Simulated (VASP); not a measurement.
Runs of VASP 6.6.1 on SrO. The structure is cubic, space group Fm-3m (No. 225). Conventional cell: a = 5.158 Å, b = 5.158 Å, c = 5.158 Å, α = 90.00°, β = 90.00°, γ = 90.00°. Sr (site symmetry m-3m) is surrounded by 6 O at 2.58 Å. O (site symmetry m-3m) is surrounded by 6 Sr at 2.58 Å. 

```tsv
task	cell	gap on the mesh (eV)	pressure (GPa)
relaxation of the atoms	atoms relaxed from: a relaxed cell with its volume scaled by 1.02	3.28	-1.7
relaxation of the atoms	atoms relaxed from: a relaxed cell with its volume scaled by 0.98	3.26	1.9
relaxation of the atoms	atoms relaxed from: a relaxed cell with its volume scaled by 0.96	(a)	4.0
relaxation of the atoms	atoms relaxed	3.27	0.0
relaxation of the atoms	atoms relaxed from: a relaxed cell with its volume scaled by 1.04	3.29	-3.2
relaxation of cell and atoms	relaxed	3.27	0.0
relaxation of the atoms	atoms relaxed from: a relaxed cell with its volume scaled by 1.06	3.29	-4.6
relaxation of the atoms	atoms relaxed from: a relaxed cell with its volume scaled by 0.94	3.23	6.4
```

Alike in all rows: level PBE+D3(BJ); potentials or basis VASP PAW PBE potentials, release 64 (Sr_sv, O); no spin polarisation; k mesh 10 × 10 × 10; cutoff (eV) 600; smearing gaussian 0.03 eV.

**Question.** Estimate the missing entries.

**Answer.** (a) 3.25.

Caveats: the relaxation stopped at its first step, so nothing moved.

A k mesh can miss the band edges, and the runs leave out spin-orbit coupling on Sr.
